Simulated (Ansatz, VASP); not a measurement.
**Two plane-wave programs on BAs**

POSCAR

```
BAs
1.0
    0.0000000000      2.3201115760      2.3201115760
    2.3201115760      0.0000000000      2.3201115760
    2.3201115760      2.3201115760      0.0000000000
B As
1 1
Direct
    0.0000000000      0.0000000000      0.0000000000
    0.2500000000      0.2500000000      0.2500000000
```

INCAR.step1

```
PREC = Accurate ; ENCUT = 520
ISMEAR = 0 ; SIGMA = 0.01
LREAL = F ; LASPH = T
NELM = 60 ; NBANDS = 11
GGA = PE ; ALGO = Normal
EDIFF = 1E-4 ; LWAVE = T
LCHARG = F
```

File INCAR.step2:

```
PREC = Accurate ; ENCUT = 520
EDIFF = 1E-6 ; ISMEAR = 0
SIGMA = 0.01 ; LREAL = F
LASPH = T ; NELM = 60
ALGO = Normal ; ISIF = 2
LWAVE = F ; LCHARG = F
METAGGA = R2SCAN ; LMIXTAU = T
NBANDS = 11 ; ISTART = 1
```

The input KPOINTS:

```
regular mesh
0
Gamma
  10 10 10
```

Input for Ansatz:

```yaml
crystal:
  lattice:
    - [0.0, 2.320111576, 2.320111576]
    - [2.320111576, 0.0, 2.320111576]
    - [2.320111576, 2.320111576, 0.0]
  atoms:
    - { symbol: B, position: [0.0, 0.0, 0.0] }
    - { symbol: As, position: [0.25, 0.25, 0.25] }
kpoints:
  mp_grid: { grid: [10, 10, 10] }
  band_path:
    path:
      - [0.0, 0.0, 0.0]
      - [-0.5, -0.5, 0.0]
      - [-0.375, -0.375, 0.25]
      - [-0.375, 0.0, 0.375]
      - [0.0, 0.0, 0.5]
      - [-0.5, -0.25, 0.25]
      - [0.0, 0.403646, 0.403646]
    npoints: 1
hamiltonian:
  xc: r2scan
scf:
  occupations: { method: fixed }
  n_extra_bands: 4
output:
  forces: true
  stress: true
  eigenvalues: true
```

Change from the starting cell: hydrostatic strain -3.0%.

Alike in both runs: task single point; functional r2SCAN; k mesh 10 × 10 × 10; no spin polarisation.

```csv
,VASP,Ansatz
version,VASP 6.6.1,Ansatz 0.2.0
potentials or method,"VASP PAW PBE potentials, release 64 (B, As)","plane waves, PAW"
plane-wave cutoff (eV),520,500
occupations,"gaussian, width 0.01 eV",fixed
valence electrons in the cell,8,18
```

Ansatz gave:

```
gap on the k mesh at the Fermi level (eV) : 1.28
pressure (GPa)                            : 15.5
```

**Question.** What did VASP give for the same quantities?

**Answer.** gap on the k mesh at the Fermi level (eV): 1.27; pressure (GPa): 16.0.

The two sets of potentials don't hold the same shells in valence.

Caveats: so large a pressure means that the cell lies far from this level's equilibrium, or that cutoff or potentials fall short (VASP); the potentials were made for another functional, which shifts forces and pressure (VASP). A k mesh can miss the band edges.
